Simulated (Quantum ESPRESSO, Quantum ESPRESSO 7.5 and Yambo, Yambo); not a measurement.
# CdSe (F-43m): G0W0 with Yambo, start to end

How does a plane-wave GW calculation on CdSe (F-43m) run from the first input to the gap?

Program: Quantum ESPRESSO 7.5 and Yambo 5.3.0. Level of theory: PBE and many-body steps on it, plane waves. Results are calculated unless marked as measured.

**What was measured.**

- Gap 1.69 ± 0.02 eV: direct gap from (alpha E)^2 extrapolation; spectroscopic ellipsometry; 300 K; film (fully relaxed MBE film, 304 nm) on GaAs(100) (“Band gap bowing of binary alloys: Experimental results compared to theoretical tight-binding supercell calculations for CdZnSe”, 2010, arxiv:1007.2297).

## 1. The structure

Symmetry: F-43m, No. 216, cubic system. The conventional cell has a = 6.141 Å, b = 6.141 Å, c = 6.141 Å, α = 90.00°, β = 90.00°, γ = 90.00°. Nearest to Cd lie 4 Se at 2.66 Å. Nearest to Se lie 4 Cd at 2.66 Å. Farther neighbours and most contacts between anions are not listed.

Structure file:

```cif
data_structure
_symmetry_space_group_name_H-M 'F-43m'
_symmetry_Int_Tables_number 216
_cell_length_a 6.1405
_cell_length_b 6.1405
_cell_length_c 6.1405
_cell_angle_alpha 90.000
_cell_angle_beta 90.000
_cell_angle_gamma 90.000
_cell_volume 231.54
loop_
_atom_site_label
_atom_site_type_symbol
_atom_site_symmetry_multiplicity
_atom_site_Wyckoff_symbol
_atom_site_fract_x
_atom_site_fract_y
_atom_site_fract_z
_atom_site_occupancy
Cd1 Cd 4 a 0.00000 0.00000 0.00000 1
Se1 Se 4 c 0.25000 0.25000 0.25000 1
```

The cell and positions are those that the Materials Project relaxed with its own functionals (PBE, PBE+U or r2SCAN), kept fixed.

## 2. Ground state

This step: Quantum ESPRESSO 7.5; DFT, PBE, plane waves, norm-conserving pseudopotentials.

The ground-state density comes first.

pw.in reads:

```
&control
  calculation = 'scf'
  prefix = 'x'
  outdir = 'o'
  pseudo_dir = 'pseudo'
/
&system
  ibrav = 0
  nat = 2
  ntyp = 2
  ecutwfc = 104.0
  nbnd = 27
  force_symmorphic = .true.
/
&electrons
  conv_thr = 1e-10
  electron_maxstep = 80
  mixing_beta = 0.5
/
ATOMIC_SPECIES
  Cd 112.41 Cd.upf
  Se 78.971 Se.upf
CELL_PARAMETERS angstrom
  -0.0000000000 3.0702711986 3.0702711986
  3.0702711986 -0.0000000000 3.0702711986
  3.0702711986 3.0702711986 -0.0000000000
ATOMIC_POSITIONS crystal
  Cd 0.0000000000 0.0000000000 0.0000000000
  Se 0.7500000000 0.7500000000 0.7500000000
K_POINTS automatic
  6 6 6 0 0 0
```

Run with:

```
> OMP_NUM_THREADS=1 mpirun -n 4 pw.x -nk 4 -in pw.in > pw.out
```

Output:

```text
Program PWSCF v.7.5 starts

     This program is part of the open-source Quantum ESPRESSO suite
     for quantum simulation of materials; please cite
         "P. Giannozzi et al., J. Phys.:Condens. Matter 21 395502 (2009);
         "P. Giannozzi et al., J. Phys.:Condens. Matter 29 465901 (2017);
         "P. Giannozzi et al., J. Chem. Phys. 152 154105 (2020);
     in publications or presentations arising from this work. More details at
     Message from routine setup:
     using ibrav=0 with symmetry is DISCOURAGED, use correct ibrav instead

     G-vector sticks info

     bravais-lattice index     =            0
     lattice parameter (alat)  =       8.2052  a.u.
     unit-cell volume          =     390.6221 (a.u.)^3
     number of atoms/cell      =            2
     number of atomic types    =            2
     number of electrons       =        44.00
     number of Kohn-Sham states=           27
     kinetic-energy cutoff     =     104.0000  Ry
     charge density cutoff     =     416.0000  Ry
     scf convergence threshold =      1.0E-10
     mixing beta               =       0.5000
     number of iterations used =            8  plain     mixing
     Exchange-correlation= PBE
                           (   1   4   3   4   0   0   0)

     celldm(1)=   8.205227  celldm(2)=   0.000000  celldm(3)=   0.000000
     celldm(4)=   0.000000  celldm(5)=   0.000000  celldm(6)=   0.000000

     crystal axes: (cart. coord. in units of alat)
               a(1) = (  -0.000000   0.707107   0.707107 )
               a(2) = (   0.707107  -0.000000   0.707107 )
               a(3) = (   0.707107   0.707107  -0.000000 )

     reciprocal axes: (cart. coord. in units 2 pi/alat)
               b(1) = ( -0.707107  0.707107  0.707107 )
               b(2) = (  0.707107 -0.707107  0.707107 )
               b(3) = (  0.707107  0.707107 -0.707107 )
     Pseudo is Norm-conserving + core correction, Zval = 20.0
     Generated using ONCVPSP code by D. R. Hamann
     Using radial grid of 1368 points,  6 beta functions with:
     Pseudo is Norm-conserving + core correction, Zval = 24.0
     Generated using ONCVPSP code by D. R. Hamann
     Using radial grid of 1214 points,  6 beta functions with:
     Cd               20.00   112.41000     Cd( 1.00)
     Se               24.00    78.97100     Se( 1.00)

     24 Sym. Ops. (no inversion) found

   Cartesian axes

     site n.     atom                  positions (alat units)
         1        Cd     tau(   1) = (   0.0000000   0.0000000   0.0000000  )
         2        Se     tau(   2) = (   1.0606602   1.0606602   1.0606602  )

     number of k points=    16
                       cart. coord. in units 2pi/alat
        k(    1) = (   0.0000000   0.0000000   0.0000000), wk =   0.0092593
        k(    2) = (   0.1178511   0.1178511  -0.1178511), wk =   0.0740741
        k(    3) = (   0.2357023   0.2357023  -0.2357023), wk =   0.0740741
        k(    4) = (  -0.3535534  -0.3535534   0.3535534), wk =   0.0370370
        k(    5) = (   0.2357023   0.0000000  -0.0000000), wk =   0.0555556
        k(    6) = (   0.3535534   0.1178511  -0.1178511), wk =   0.2222222
        k(    7) = (  -0.2357023  -0.4714045   0.4714045), wk =   0.2222222
        k(    8) = (  -0.1178511  -0.3535534   0.3535534), wk =   0.2222222
        k(    9) = (   0.0000000  -0.2357023   0.2357023), wk =   0.1111111
        k(   10) = (   0.4714045   0.0000000  -0.0000000), wk =   0.0555556
     [... 4 further rows ...]
        k(   15) = (  -0.1178511  -0.3535534   0.5892557), wk =   0.2222222
        k(   16) = (  -0.7071068   0.2357023   0.0000000), wk =   0.1111111

     Dense  grid:    55849 G-vectors     FFT dimensions: (  54,  54,  54)

     Initial potential from superposition of free atoms

     starting charge      43.9997, renormalised to      44.0000
     Starting wfcs are   23 randomized atomic wfcs +    4 random wfcs

     per-process dynamical memory:    46.2 Mb

     Self-consistent Calculation

     iteration #  1     ecut=   104.00 Ry     beta= 0.50

     Threshold (ethr) on eigenvalues was too large:
     Diagonalizing with lowered threshold

     total energy              =   -1027.26012270 Ry
     estimated scf accuracy    <       0.08744057 Ry

     iteration #  2     ecut=   104.00 Ry     beta= 0.50

     total energy              =   -1027.28143905 Ry
     estimated scf accuracy    <       0.00899329 Ry

     iteration #  3     ecut=   104.00 Ry     beta= 0.50

     total energy              =   -1027.28288119 Ry
     estimated scf accuracy    <       0.00092482 Ry

     iteration #  4     ecut=   104.00 Ry     beta= 0.50

     total energy              =   -1027.28296526 Ry
     estimated scf accuracy    <       0.00004750 Ry

     iteration #  5     ecut=   104.00 Ry     beta= 0.50

     total energy              =   -1027.28296948 Ry
     estimated scf accuracy    <       0.00000476 Ry

     iteration #  6     ecut=   104.00 Ry     beta= 0.50

     total energy              =   -1027.28297032 Ry
     estimated scf accuracy    <       0.00000023 Ry

     iteration #  7     ecut=   104.00 Ry     beta= 0.50

     total energy              =   -1027.28297036 Ry
     estimated scf accuracy    <       0.00000013 Ry

     iteration #  8     ecut=   104.00 Ry     beta= 0.50

     total energy              =   -1027.28297037 Ry
     estimated scf accuracy    <          1.9E-09 Ry

     iteration #  9     ecut=   104.00 Ry     beta= 0.50

     total energy              =   -1027.28297037 Ry
     estimated scf accuracy    <          7.6E-10 Ry

     iteration # 10     ecut=   104.00 Ry     beta= 0.50

     End of self-consistent calculation

          k = 0.0000 0.0000 0.0000 (  6879 PWs)   bands (ev):

  -199.3040-138.7799-138.7799-138.7799 -93.9630 -55.0239 -55.0239 -55.0239
   -38.9489 -38.9489 -38.9489 -38.9459 -38.9459  -4.7636  -0.1683  -0.1683
    -0.1683   0.1752   0.1752   7.6711   7.6711   7.6711   8.2221  13.6142
    13.6142  13.6142  17.3542

          k = 0.1179 0.1179-0.1179 (  6970 PWs)   bands (ev):

  -199.3040-138.7799-138.7799-138.7799 -93.9630 -55.0240 -55.0240 -55.0240
   -38.9489 -38.9489 -38.9489 -38.9459 -38.9459  -4.6775  -0.1417  -0.1417
    -0.0834   0.1745   0.1745   6.0068   7.4733   7.4733   9.5256  13.3609
    13.9258  13.9258  17.7796

          k = 0.2357 0.2357-0.2357 (  6988 PWs)   bands (ev):

  -199.3040-138.7799-138.7799-138.7799 -93.9630 -55.0241 -55.0240 -55.0240
   -38.9490 -38.9489 -38.9489 -38.9459 -38.9459  -4.5028  -0.0975  -0.0975
     0.1845   0.1845   0.1983   4.2694   7.1223   7.1223  10.0396  14.1686
    14.1724  14.1724  17.4771

          k =-0.3536-0.3536 0.3536 (  6958 PWs)   bands (ev):

     [... further k-points ...]

     highest occupied, lowest unoccupied level (ev):     7.6711    8.2221

!    total energy              =   -1027.28297037 Ry
     estimated scf accuracy    <          8.1E-11 Ry

     The total energy is the sum of the following terms:
     one-electron contribution =    -892.69171494 Ry
     hartree contribution      =     423.54175306 Ry
     xc contribution           =    -106.15873213 Ry
     ewald contribution        =    -451.97427637 Ry

     convergence has been achieved in  10 iterations

     XML data file, charge density, pseudopotentials, collected wavefunctions

=------------------------------------------------------------------------------=
   JOB DONE.
=------------------------------------------------------------------------------=
```

Run time: 19 s. Hardware: 4 MPI ranks of Arm Neoverse V1, shared host; peak memory 0.38 GiB; 76 s of CPU time.

Numbers from this step:

* total energy: -13976.8968 eV
* gap: 0.5509 eV
* k of the valence top: 0, 0, 0
* k of the conduction bottom: 0, 0, 0
* least direct gap: 0.5509 eV

The gap is direct, at Γ.

## 3. Bands along the symmetry lines

The cheap functional maps the bands first; the places of the edges decide which points the dearer methods must see.

pw.in reads:

```
&control
  calculation = 'bands'
  prefix = 'x'
  outdir = 'o'
  pseudo_dir = 'pseudo'
/
&system
  ibrav = 0
  nat = 2
  ntyp = 2
  ecutwfc = 104.0
  nbnd = 28
  force_symmorphic = .true.
/
&electrons
  conv_thr = 1e-9
  electron_maxstep = 80
  diago_full_acc = .true.
  diago_thr_init = 5e-6
/
ATOMIC_SPECIES
  Cd 112.41 Cd.upf
  Se 78.971 Se.upf
CELL_PARAMETERS angstrom
  -0.0000000000 3.0702711986 3.0702711986
  3.0702711986 -0.0000000000 3.0702711986
  3.0702711986 3.0702711986 -0.0000000000
ATOMIC_POSITIONS crystal
  Cd 0.0000000000 0.0000000000 0.0000000000
  Se 0.7500000000 0.7500000000 0.7500000000
K_POINTS crystal
  50
  0.00000000 0.00000000 0.00000000 1
  -0.06250000 -0.06250000 0.00000000 1
  -0.12500000 -0.12500000 0.00000000 1
  -0.18750000 -0.18750000 0.00000000 1
  -0.25000000 -0.25000000 0.00000000 1
  -0.31250000 -0.31250000 0.00000000 1
  -0.37500000 -0.37500000 0.00000000 1
  -0.43750000 -0.43750000 0.00000000 1
  -0.50000000 -0.50000000 0.00000000 1
  -0.48437500 -0.48437500 0.03125000 1
  -0.46875000 -0.46875000 0.06250000 1
  -0.45312500 -0.45312500 0.09375000 1
  -0.43750000 -0.43750000 0.12500000 1
  -0.42187500 -0.42187500 0.15625000 1
  -0.40625000 -0.40625000 0.18750000 1
  -0.39062500 -0.39062500 0.21875000 1
  -0.37500000 -0.37500000 0.25000000 1
  -0.37500000 0.00000000 0.37500000 1
  -0.32812500 0.00000000 0.32812500 1
  -0.28125000 0.00000000 0.28125000 1
  -0.23437500 0.00000000 0.23437500 1
  -0.18750000 0.00000000 0.18750000 1
  -0.14062500 0.00000000 0.14062500 1
  -0.09375000 0.00000000 0.09375000 1
  -0.04687500 0.00000000 0.04687500 1
  0.00000000 0.00000000 0.00000000 1
  0.00000000 0.00000000 0.06250000 1
  0.00000000 0.00000000 0.12500000 1
  0.00000000 0.00000000 0.18750000 1
  0.00000000 0.00000000 0.25000000 1
  0.00000000 0.00000000 0.31250000 1
  0.00000000 0.00000000 0.37500000 1
  0.00000000 0.00000000 0.43750000 1
  0.00000000 0.00000000 0.50000000 1
  -0.06250000 -0.03125000 0.46875000 1
  -0.12500000 -0.06250000 0.43750000 1
  -0.18750000 -0.09375000 0.40625000 1
  -0.25000000 -0.12500000 0.37500000 1
  -0.31250000 -0.15625000 0.34375000 1
  -0.37500000 -0.18750000 0.31250000 1
  -0.43750000 -0.21875000 0.28125000 1
  -0.50000000 -0.25000000 0.25000000 1
  -0.50000000 -0.28125000 0.21875000 1
  -0.50000000 -0.31250000 0.18750000 1
  -0.50000000 -0.34375000 0.15625000 1
  -0.50000000 -0.37500000 0.12500000 1
  -0.50000000 -0.40625000 0.09375000 1
  -0.50000000 -0.43750000 0.06250000 1
  -0.50000000 -0.46875000 0.03125000 1
  -0.50000000 -0.50000000 0.00000000 1
```

Output:

```text
[banner, memory and clock lines left out]
Program PWSCF v.7.5 starts

     Atomic positions and unit cell read from directory:
     o/x.save/

     Message from routine setup:
     using ibrav=0 with symmetry is DISCOURAGED, use correct ibrav instead

     G-vector sticks info

     bravais-lattice index     =            0
     lattice parameter (alat)  =       8.2052  a.u.
     unit-cell volume          =     390.6221 (a.u.)^3
     number of atoms/cell      =            2
     number of atomic types    =            2
     number of electrons       =        44.00
     number of Kohn-Sham states=           28
     kinetic-energy cutoff     =     104.0000  Ry
     charge density cutoff     =     416.0000  Ry
     Exchange-correlation= PBE
                           (   1   4   3   4   0   0   0)

     celldm(1)=   8.205227  celldm(2)=   0.000000  celldm(3)=   0.000000
     celldm(4)=   0.000000  celldm(5)=   0.000000  celldm(6)=   0.000000

     crystal axes: (cart. coord. in units of alat)
               a(1) = (  -0.000000   0.707107   0.707107 )
               a(2) = (   0.707107  -0.000000   0.707107 )
               a(3) = (   0.707107   0.707107  -0.000000 )

     reciprocal axes: (cart. coord. in units 2 pi/alat)
               b(1) = ( -0.707107  0.707107  0.707107 )
               b(2) = (  0.707107 -0.707107  0.707107 )
               b(3) = (  0.707107  0.707107 -0.707107 )
     Pseudo is Norm-conserving + core correction, Zval = 20.0
     Generated using ONCVPSP code by D. R. Hamann
     Using radial grid of 1368 points,  6 beta functions with:
     Pseudo is Norm-conserving + core correction, Zval = 24.0
     Generated using ONCVPSP code by D. R. Hamann
     Using radial grid of 1214 points,  6 beta functions with:
     Cd               20.00   112.41000     Cd( 1.00)
     Se               24.00    78.97100     Se( 1.00)

     24 Sym. Ops. (no inversion) found

   Cartesian axes

     site n.     atom                  positions (alat units)
         1        Cd     tau(   1) = (   0.0000000   0.0000000   0.0000000  )
         2        Se     tau(   2) = (   1.0606602   1.0606602   1.0606602  )

     number of k points=    50
                       cart. coord. in units 2pi/alat
        k(    1) = (   0.0000000   0.0000000   0.0000000), wk =   0.0400000
        k(    2) = (   0.0000000   0.0000000  -0.0883883), wk =   0.0400000
        k(    3) = (   0.0000000   0.0000000  -0.1767767), wk =   0.0400000
[...]
[... 38 further rows ...]
        k(   49) = (   0.0441942  -0.0000000  -0.7071068), wk =   0.0400000
        k(   50) = (   0.0000000   0.0000000  -0.7071068), wk =   0.0400000

     Dense  grid:    55849 G-vectors     FFT dimensions: (  54,  54,  54)

     The potential is recalculated from file :
     o/x.save/charge-density

     Starting wfcs are   23 randomized atomic wfcs +    5 random wfcs

     Band Structure Calculation

     End of band structure calculation

          k = 0.0000 0.0000 0.0000 (  6879 PWs)   bands (ev):

  -199.3042-138.7801-138.7801-138.7801 -93.9630 -55.0239 -55.0239 -55.0239
   -38.9490 -38.9490 -38.9490 -38.9460 -38.9460  -4.7636  -0.1682  -0.1682
    -0.1682   0.1752   0.1752   7.6711   7.6711   7.6711   8.2221  13.6143
    13.6143  13.6143  17.3542  18.7414

          k = 0.0000 0.0000-0.0884 (  6971 PWs)   bands (ev):

  -199.3042-138.7801-138.7801-138.7801 -93.9630 -55.0239 -55.0239 -55.0239
   -38.9490 -38.9490 -38.9490 -38.9460 -38.9460  -4.7463  -0.1602  -0.1602
[...]
13.7395  13.7395  17.6508  17.9866

          k = 0.0000 0.0000-0.1768 (  7007 PWs)   bands (ev):

  -199.3042-138.7801-138.7801-138.7801 -93.9630 -55.0240 -55.0239 -55.0239
[...]
14.0908  14.0908  16.8651  18.5495

          k =-0.0000 0.0000-0.2652 (  7015 PWs)   bands (ev):

[...]
k = 0.0000 0.0000-0.3536 (  7003 PWs)   bands (ev):

[...]
k = 0.0000-0.0000-0.4419 (  6983 PWs)   bands (ev):

[...]
k =-0.0000 0.0000-0.5303 (  6991 PWs)   bands (ev):

[...]
k = 0.0000-0.0000-0.6187 (  7010 PWs)   bands (ev):

[...]
k = 0.5303-0.0000-0.5303 (  6990 PWs)   bands (ev):

[...]
k = 0.0000 0.0000 0.0000 (  6879 PWs)   bands (ev):

[...]
k = 0.1326 0.0000-0.7071 (  6994 PWs)   bands (ev):

[...]
k = 0.0884-0.0000-0.7071 (  7008 PWs)   bands (ev):

[...]
k = 0.0442-0.0000-0.7071 (  7006 PWs)   bands (ev):

  -199.3042-138.7801-138.7801-138.7801 -93.9630 -55.0242 -55.0240 -55.0240
[...]
16.5922  17.5468  17.7364  20.0258

          k = 0.0000 0.0000-0.7071 (  7046 PWs)   bands (ev):

  -199.3042-138.7801-138.7801-138.7801 -93.9630 -55.0242 -55.0240 -55.0240
   -38.9492 -38.9490 -38.9490 -38.9460 -38.9460  -4.3048   0.0126   0.0717
     0.0717   0.2289   0.5106   3.7241   5.9172   5.9172  10.8754  11.4086
    16.6389  17.7228  17.7228  19.9624

     XML data file, pseudopotentials, collected wavefunctions
```

It took 13 s on 4 MPI ranks; peak memory 0.3 GiB; 51 s of CPU time.

This step gave:

```
gap                        : 0.5509 eV
k of the valence top       : 0, 0, 0
k of the conduction bottom : 0, 0, 0
least direct gap           : 0.5509 eV
```

The gap is 0.551 eV, as in the run before at this level.

The electronic bands at the labelled points (eV, zero at the top of the highest filled band):

```tsv
point	band 19	band 20	band 21	band 22	band 23	band 24	band 25	band 26
Γ	-7.50	0.00	0.00	0.00	0.55	5.94	5.94	5.94
halfway	-7.47	-2.51	-0.98	-0.98	3.23	4.24	7.59	7.59
X	-7.16	-3.95	-1.75	-1.75	3.20	3.74	8.97	10.05
halfway	-7.13	-3.92	-2.02	-1.67	3.45	4.10	8.66	9.47
U	-7.08	-3.88	-2.39	-1.44	3.72	5.10	8.20	8.52
jump to K	-7.08	-3.88	-2.39	-1.44	3.72	5.10	8.20	8.52
halfway	-7.46	-2.86	-1.32	-0.40	3.09	5.65	6.35	6.65
Γ	-7.50	0.00	0.00	0.00	0.55	5.94	5.94	5.94
halfway	-7.49	-2.59	-0.38	-0.38	2.25	5.92	6.45	6.45
L	-7.22	-4.22	-0.71	-0.71	2.36	6.45	6.45	7.33
halfway	-7.14	-3.98	-1.89	-1.16	3.79	5.48	6.77	7.94
W	-7.05	-3.85	-2.12	-2.09	4.91	5.23	6.42	7.61
halfway	-7.10	-3.90	-1.94	-1.93	3.91	4.25	8.29	8.35
X	-7.16	-3.95	-1.75	-1.75	3.20	3.74	8.97	10.05
```

(Continued in part 2 of 3.)

[Paths, hosts, dates, memory and timing lines, banners, echoed tables and standing remarks are left out of the program output.]

[Logs are printed without paths, hosts, clocks, repeated set-up lines and the standing remarks that a program may print on its own settings, such as how far it seeks lower states.]

[Runs of the session that timed out or met a known fault of the program may be left out.]

[Hosts, paths, dates, database ids (printed as entryN), source tags and the programs' standing remarks are cut or masked in the printed files.]
